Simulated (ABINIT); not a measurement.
# Al2Au (Fm-3m) in ABINIT: reference runs

Aim: a first look at Al2Au with PBEsol, on the cell as given and on a disturbed one.

All numbers are computed with ABINIT 10.8.3 (patched build); they aren't measurements. Logs are shortened: lines on timing, memory, paths and dates and some standing lists are left out, and cuts for length are marked. The log counts tension as positive stress, the text compression.

### 1 The crystal as given

Symmetry: Fm-3m, No. 225, cubic system. Conventional cell: a = 6.000 Å, b = 6.000 Å, c = 6.000 Å, α = 90.00°, β = 90.00°, γ = 90.00°. Au (site symmetry m-3m) is surrounded by 8 Al at 2.60 Å. Around Al (site symmetry -43m) lie 4 Au at 2.60 Å.

### 2 Single point, PBEsol

run.abi

```
# Pseudopotentials
pp_dirpath "./"
pseudos "Au.upf, Al.upf"

# Structure
acell 3*1.0
rprim
     0.0000000000     5.6691783739     5.6691783739
     5.6691783739     0.0000000000     5.6691783739
     5.6691783739     5.6691783739     0.0000000000
ntypat 2
znucl 79 13
natom 3
typat 1 2 2
xcart
     0.0000000000     0.0000000000     0.0000000000
     4.5000000000     4.5000000000     4.5000000000
     1.5000000000     1.5000000000     1.5000000000 Angstrom

# Plane-wave basis
ecut 1034.032677 eV

# k points
kptopt 1
ngkpt 8 8 8
nshiftk 1
shiftk 0.0 0.0 0.0

# Exchange and correlation
ixc -116133

# Bands and occupations
nband 17
occopt 3
tsmear 0.00183747

# SCF cycle
nstep 100
tolvrs 1.0e-10

# Output
iomode 3
prtwf 0
prtden 0
prteig 0
prtebands 0
enunit 1
```

Potentials or basis: PseudoDojo NC SR PBEsol v0.4.1 standard.

Command:

```sh
abinit run.abi > log 2>&1
```

run.abo:

```text
.Version 10.8.3 of ABINIT
 Symmetries : space group Fm -3 m (#225); Bravais cF (face-center cubic)
================================================================================
 Values of the parameters that define the memory need of the present run
     intxc =       0    ionmov =       0      iscf =       7    lmnmax =       7
     lnmax =       7     mgfft =      48  mpssoang =       4    mqgrid =    3001
     natom =       3  nloc_mem =       1    nspden =       1   nspinor =       1
    nsppol =       1      nsym =      48    n1xccc =    2501    ntypat =       2
    occopt =       3   xclevel =       2
       mpw =        4128          nfft =      110592          nkpt =          29
================================================================================
================================================================================

--------------------------------------------------------------------------------
------------- Echo of variables that govern the present computation ------------
--------------------------------------------------------------------------------
 -outvars: echo values of preprocessed input variables --------
            acell      1.0000000000E+00  1.0000000000E+00  1.0000000000E+00 Bohr
              amu      1.96966540E+02  2.69815390E+01
             ecut      3.80000000E+01 Hartree
           enunit           1
              ixc     -116133
         kptrlatt        8    0    0      0    8    0      0    0    8
          kptrlen      6.41394316E+01
            natom           3
            nband          17
            ngfft          48      48      48
             nkpt          29
            nstep         100
             nsym          48
           ntypat           2
           occopt           3
           prtden           0
        prtebands           0
           prteig           0
            prtwf           0
            rprim      0.0000000000E+00  5.6691783739E+00  5.6691783739E+00
                       5.6691783739E+00  0.0000000000E+00  5.6691783739E+00
                       5.6691783739E+00  5.6691783739E+00  0.0000000000E+00
          spgroup         225
           tolvrs      1.00000000E-10
           tsmear      1.83747000E-03 Hartree
            typat      1  2  2
           xangst      0.0000000000E+00  0.0000000000E+00  0.0000000000E+00
                       4.4999999970E+00  4.4999999970E+00  4.4999999970E+00
                       1.4999999990E+00  1.4999999990E+00  1.4999999990E+00
            xcart      0.0000000000E+00  0.0000000000E+00  0.0000000000E+00
                       8.5037675609E+00  8.5037675609E+00  8.5037675609E+00
                       2.8345891870E+00  2.8345891870E+00  2.8345891870E+00
             xred      0.0000000000E+00  0.0000000000E+00  0.0000000000E+00
                       7.5000000000E-01  7.5000000000E-01  7.5000000000E-01
                       2.5000000000E-01  2.5000000000E-01  2.5000000000E-01
            znucl       79.00000   13.00000

================================================================================

 chkinp: Checking input parameters for consistency.

================================================================================
== DATASET  1 ==================================================================

--- !DatasetInfo
iteration_state: {dtset: 1, }
dimensions: {natom: 3, nkpt: 29, mband: 17, nsppol: 1, nspinor: 1, nspden: 1, mpw: 4128, }
cutoff_energies: {ecut:  38.0, pawecutdg:  -1.0, }
electrons: {nelect:   2.50000000E+01, charge:   0.00000000E+00, occopt:   3.00000000E+00, tsmear:   1.83747000E-03, }
meta: {optdriver: 0, ionmov: 0, optcell: 0, iscf: 7, paral_kgb: 0, }
...

 Real(R)+Recip(G) space primitive vectors, cartesian coordinates (Bohr,Bohr^-1):
 R(1)=  0.0000000  5.6691784  5.6691784  G(1)= -0.0881962  0.0881962  0.0881962
 R(2)=  5.6691784  0.0000000  5.6691784  G(2)=  0.0881962 -0.0881962  0.0881962
 R(3)=  5.6691784  5.6691784  0.0000000  G(3)=  0.0881962  0.0881962 -0.0881962
 Unit cell volume ucvol=  3.6441006E+02 bohr^3
 Angles (23,13,12)=  6.00000000E+01  6.00000000E+01  6.00000000E+01 degrees

 getcut: wavevector=  0.0000  0.0000  0.0000  ngfft=  48  48  48
         ecut(hartree)=     38.000   => boxcut(ratio)=   2.15749

--- Pseudopotential description ------------------------------------------------
- pspini: atom type   1  psp file is ./Au.upf
12 -116133 3 -1 1340                          pspcod,pspxc,lmax,lloc,mmax
     nproj     2     2     2     1

- pspini: atom type   2  psp file is ./Al.upf
12 -116133 2 -1 1876                          pspcod,pspxc,lmax,lloc,mmax
     nproj     2     2     2     0

   8.39736822E+02                                ecore*ucvol(ha*bohr**3)
--------------------------------------------------------------------------------

================================================================================

--- !BeginCycle
iteration_state: {dtset: 1, }
solver: {iscf: 7, nstep: 100, nline: 4, wfoptalg: 0, }
tolerances: {tolvrs: 1.00E-10, }
...

     iter   Etot(hartree)      deltaE(h)  residm     vres2
 ETOT  1  -151.83262752333    -1.518E+02 1.030E-01 1.019E+03
 ETOT  2  -151.93352673791    -1.009E-01 1.533E-02 1.360E+03
 ETOT  3  -152.11107723212    -1.776E-01 4.506E-03 1.375E+01
 ETOT  4  -152.11239152887    -1.314E-03 5.326E-03 2.322E+00
 ETOT  5  -152.11263333422    -2.418E-04 8.417E-04 1.113E-02
 ETOT  6  -152.11263416458    -8.304E-07 7.275E-04 1.172E-03
 ETOT  7  -152.11263429073    -1.261E-07 2.208E-04 1.737E-05
 ETOT  8  -152.11263429337    -2.634E-09 1.720E-04 6.366E-07
 ETOT  9  -152.11263429344    -6.958E-11 1.326E-04 5.327E-09
 ETOT 10  -152.11263429345    -1.285E-11 1.195E-04 5.141E-11

 At SCF step   10       vres2   =  5.14E-11 < tolvrs=  1.00E-10 =>converged.

 Cartesian components of stress tensor (hartree/bohr^3)
  sigma(1 1)=  2.32939129E-06  sigma(3 2)=  0.00000000E+00
  sigma(2 2)=  2.32939129E-06  sigma(3 1)=  0.00000000E+00
  sigma(3 3)=  2.32939129E-06  sigma(2 1)=  0.00000000E+00

--- !ResultsGS
iteration_state: {dtset: 1, }
comment   : Summary of ground state results
lattice_vectors:
- [  0.0000000,   5.6691784,   5.6691784, ]
- [  5.6691784,   0.0000000,   5.6691784, ]
- [  5.6691784,   5.6691784,   0.0000000, ]
lattice_lengths: [   8.01743,    8.01743,    8.01743, ]
lattice_angles: [ 60.000,  60.000,  60.000, ] # degrees, (23, 13, 12)
lattice_volume:   3.6441006E+02
convergence: {deltae: -1.285E-11, res2:  5.141E-11, residm:  1.195E-04, diffor: null, }
etotal    :  -1.52112634E+02
entropy   :   0.00000000E+00
fermie    :   3.17989359E-01
cartesian_stress_tensor: # hartree/bohr^3
- [  2.32939129E-06,   0.00000000E+00,   0.00000000E+00, ]
- [  0.00000000E+00,   2.32939129E-06,   0.00000000E+00, ]
- [  0.00000000E+00,   0.00000000E+00,   2.32939129E-06, ]
pressure_GPa:  -6.8533E-02
xred      :
- [  0.0000E+00,   0.0000E+00,   0.0000E+00, Au]
- [  7.5000E-01,   7.5000E-01,   7.5000E-01, Al]
- [  2.5000E-01,   2.5000E-01,   2.5000E-01, Al]
cartesian_forces: # hartree/bohr
- [  6.18440316E-32,   6.18440316E-32,  -6.18440316E-32, ]
- [ -1.23688063E-31,   6.18440316E-32,  -6.18440316E-32, ]
- [  6.18440316E-32,  -1.23688063E-31,   1.23688063E-31, ]
force_length_stats: {min:   1.07117005E-31, max:   1.85532095E-31, mean:   1.48045140E-31, }
...

 Integrated electronic density in atomic spheres:
 ------------------------------------------------
 Atom  Sphere_radius  Integrated_density
    1        2.00000         15.54155330
    2        2.00000          0.86810656
    3        2.00000          0.86810656
================================================================================

 ----iterations are completed or convergence reached----

 Mean square residual over all n,k,spin=   79.625E-08; max=  11.954E-05
 reduced coordinates (array xred) for    3 atoms
       0.000000000000      0.000000000000      0.000000000000
       0.750000000000      0.750000000000      0.750000000000
       0.250000000000      0.250000000000      0.250000000000
 rms dE/dt=  7.0121E-31; max dE/dt=  1.0518E-30; dE/dt below (all hartree)
    1       0.000000000000      0.000000000000      0.000000000000
    2       0.000000000000      0.000000000000      0.000000000000
    3       0.000000000000     -0.000000000000      0.000000000000

 cartesian coordinates (angstrom) at end:
    1      0.00000000000000     0.00000000000000     0.00000000000000
    2      4.49999999696516     4.49999999696516     4.49999999696516
    3      1.49999999898839     1.49999999898839     1.49999999898839

 cartesian forces (hartree/bohr) at end:
    1      0.00000000000000     0.00000000000000    -0.00000000000000
    2     -0.00000000000000     0.00000000000000    -0.00000000000000
    3      0.00000000000000    -0.00000000000000     0.00000000000000
 frms,max,avg= 8.7460668E-32 1.2368806E-31   0.000E+00  0.000E+00  0.000E+00 h/b

 cartesian forces (eV/Angstrom) at end:
    1      0.00000000000000     0.00000000000000    -0.00000000000000
    2     -0.00000000000000     0.00000000000000    -0.00000000000000
    3      0.00000000000000    -0.00000000000000     0.00000000000000
 frms,max,avg= 4.4974084E-30 6.3602959E-30   0.000E+00  0.000E+00  0.000E+00 e/A
 length scales=  1.000000000000  1.000000000000  1.000000000000 bohr
              =  0.529177210544  0.529177210544  0.529177210544 angstroms
 Fermi (or HOMO) energy (eV) =   8.65293   Average Vxc (eV)= -10.74346
 Eigenvalues (   eV  ) for nkpt=  29  k points:
 kpt#   1, nband= 17, wtk=  0.00195, kpt=  0.0000  0.0000  0.0000 (reduced coord)
 -98.70265  -49.96657  -49.96657  -49.96657   -1.91455    2.05368    2.05368    2.05368
   3.01930    3.01930   10.91144   11.58579   11.58579   11.58579   12.57856   12.57856
  12.57856
 prteigrs : prtvol=0 or 1, do not print more k-points.

--- !EnergyTerms
iteration_state     : {dtset: 1, }
comment             : Components of total free energy in Hartree
kinetic             :  4.39061180729350E+01
hartree             :  4.61872920795628E+01
xc                  : -2.72804279710007E+01
Ewald energy        : -8.55555775116717E+01
psp_core            :  2.30437330946349E+00
local_psp           : -1.34940215302850E+02
non_local_psp       :  3.26611437540589E+00
internal            : -1.52112322948155E+02
'-kT*entropy'       : -3.11345293219798E-04
total_energy        : -1.52112634293448E+02
total_energy_eV     : -4.13919564465268E+03
band_energy         : -1.61858146826557E+01
...

 Cartesian components of stress tensor (hartree/bohr^3)
  sigma(1 1)=  2.32939129E-06  sigma(3 2)=  0.00000000E+00
  sigma(2 2)=  2.32939129E-06  sigma(3 1)=  0.00000000E+00
  sigma(3 3)=  2.32939129E-06  sigma(2 1)=  0.00000000E+00

-Cartesian components of stress tensor (GPa)         [Pressure= -6.8533E-02 GPa]
- sigma(1 1)=  6.85330577E-02  sigma(3 2)=  0.00000000E+00
- sigma(2 2)=  6.85330577E-02  sigma(3 1)=  0.00000000E+00
- sigma(3 3)=  6.85330577E-02  sigma(2 1)=  0.00000000E+00

== END DATASET(S) ==============================================================
================================================================================

 -outvars: echo values of variables after computation  --------
            acell      1.0000000000E+00  1.0000000000E+00  1.0000000000E+00 Bohr
           etotal     -1.5211263429E+02
            fcart      6.1844031646E-32  6.1844031646E-32 -6.1844031646E-32
                      -1.2368806329E-31  6.1844031646E-32 -6.1844031646E-32
                       6.1844031646E-32 -1.2368806329E-31  1.2368806329E-31
            rprim      0.0000000000E+00  5.6691783739E+00  5.6691783739E+00
                       5.6691783739E+00  0.0000000000E+00  5.6691783739E+00
                       5.6691783739E+00  5.6691783739E+00  0.0000000000E+00
           strten      2.3293912858E-06  2.3293912858E-06  2.3293912858E-06
                       0.0000000000E+00  0.0000000000E+00  0.0000000000E+00
           xangst      0.0000000000E+00  0.0000000000E+00  0.0000000000E+00
                       4.4999999970E+00  4.4999999970E+00  4.4999999970E+00
                       1.4999999990E+00  1.4999999990E+00  1.4999999990E+00
             xred      0.0000000000E+00  0.0000000000E+00  0.0000000000E+00
                       7.5000000000E-01  7.5000000000E-01  7.5000000000E-01
                       2.5000000000E-01  2.5000000000E-01  2.5000000000E-01
 Calculation completed.
```

It took 66 s on 1 thread of Arm Neoverse V2, shared host; peak memory 0.11 GiB.

Results:

| Property | Result |
| --- | --- |
| Free energy | -4139.1956 eV |
| Pressure | -0.1 GPa |
| Band gap on the k mesh | none (metal or under the smearing width) |
| Valence electrons inside the program's atomic spheres | Au 15.54; Al 0.87 |

### 3 Single point, PBEsol (atoms moved at random, drawn with an rms of 0.05 Å)

run.abi

```
# Pseudopotentials
pp_dirpath "./"
pseudos "Au.upf, Al.upf"

# Structure
acell 3*1.0 Angstrom
rprim
     0.0000000000     3.0000000000     3.0000000000
     3.0000000000     0.0000000000     3.0000000000
     3.0000000000     3.0000000000     0.0000000000
ntypat 2
znucl 79 13
natom 3
typat 1 2 2
xred
    -0.0093480000    -0.0091520000     0.0113400000
     0.7310250000     0.7567500000     0.7631390000
     0.2417210000     0.2516200000     0.2599490000
chkprim 0
chksymtnons 0
tolsym 1.0e-6

# Plane-wave basis
ecut 1034.032677 eV

# k points
kptopt 1
ngkpt 8 8 8
nshiftk 1
shiftk 0.0 0.0 0.0

# Exchange and correlation
ixc -116133

# Bands and occupations
nband 17
occopt 3
tsmear 0.05 eV

# SCF cycle
nstep 100
tolvrs 1.0e-10

# Output
iomode 3
prtwf 0
prteig 0
prtebands 0
enunit 2
prtden 1
prtvha 1
prtvclmb 1
prtpot 1
prtelf 1
```

Potentials or basis: PseudoDojo NC SR PBEsol v0.4.1 standard.

Command:

```sh
abinit run.abi > log 2>&1
```

run.abo:

```text
.Version 10.8.3 of ABINIT
 Symmetries : space group P1 (#  1); Bravais aP (primitive triclinic)
================================================================================
 Values of the parameters that define the memory need of the present run
     intxc =       0    ionmov =       0      iscf =       7    lmnmax =       7
     lnmax =       7     mgfft =      48  mpssoang =       4    mqgrid =    3001
     natom =       3  nloc_mem =       1    nspden =       1   nspinor =       1
    nsppol =       1      nsym =       1    n1xccc =    2501    ntypat =       2
    occopt =       3   xclevel =       2
       mpw =        4128          nfft =      110592          nkpt =         260
================================================================================
================================================================================

--------------------------------------------------------------------------------
------------- Echo of variables that govern the present computation ------------
--------------------------------------------------------------------------------
[... 242 lines left out ...]
================================================================================

 -outvars: echo values of variables after computation  --------
            acell      1.8897261259E+00  1.8897261259E+00  1.8897261259E+00 Bohr
           etotal     -1.5211217694E+02
            fcart      6.4259708846E-03 -1.9837011693E-03  4.0304747853E-03
                      -4.7264482986E-03  2.1386431128E-03 -7.7952450927E-04
                      -1.6995225860E-03 -1.5494194350E-04 -3.2509502760E-03
            rprim      0.0000000000E+00  3.0000000000E+00  3.0000000000E+00
                       3.0000000000E+00  0.0000000000E+00  3.0000000000E+00
                       3.0000000000E+00  3.0000000000E+00  0.0000000000E+00
           strten     -1.2723334257E-06 -3.5626013303E-06 -2.6309376470E-06
                      -1.6366681303E-05  1.2443334810E-05  1.3195493331E-05
           xangst      6.5640000000E-03  5.9760000000E-03 -5.5500000000E-02
                       4.5596670000E+00  4.4824920000E+00  4.4633250000E+00
                       1.5347070000E+00  1.5050100000E+00  1.4800230000E+00
             xred     -9.3480000000E-03 -9.1520000000E-03  1.1340000000E-02
                       7.3102500000E-01  7.5675000000E-01  7.6313900000E-01
                       2.4172100000E-01  2.5162000000E-01  2.5994900000E-01
 Calculation completed.
```

Wall time 10 min (1 thread of Arm Neoverse V2, shared host); peak memory 0.36 GiB.

What came out:

```yaml
Free_energy: -4139.1832 eV
Pressure: 0.1 GPa
Largest_force: 0.403 eV/Å
Band_gap_on_the_k_mesh: none (metal or under the smearing width)
Valence_electrons_inside_the_program's_atomic_spheres: Au 15.54; Al 0.87
```

Forces on the atoms (eV/Å):
```
Au   0.330 -0.102  0.207
Al  -0.243  0.110 -0.040
Al  -0.087 -0.008 -0.167
```

Levels at points of the mesh, in eV from the Fermi level:
```tsv
k point	band 10	band 11	band 12	band 13	band 14	band 15	band 16	band 17
(0.00, 0.00, 0.00)	-5.64	2.25	2.87	2.94	2.95	3.92	3.93	3.94
(0.50, 0.00, 0.00)	-5.53	-5.52	0.31	0.33	3.25	3.60	3.84	3.86
(0.00, 0.50, 0.00)	-5.51	-5.44	0.31	0.42	3.22	3.59	3.76	3.85
(0.50, 0.50, 0.00)	-5.33	-5.04	-2.12	-2.12	1.28	2.03	7.65	9.78
(0.00, 0.00, 0.50)	-5.51	-5.44	0.30	0.42	3.19	3.59	3.79	3.86
(0.50, 0.00, 0.50)	-5.33	-5.04	-2.13	-2.12	1.28	2.03	7.65	9.79
(0.00, 0.50, 0.50)	-5.33	-5.04	-2.13	-2.12	1.28	2.03	7.66	9.78
(0.50, 0.50, 0.50)	-5.51	-5.45	0.30	0.42	3.21	3.59	3.76	3.87
```

The run has no spin-orbit coupling, so splittings on Au are missing.
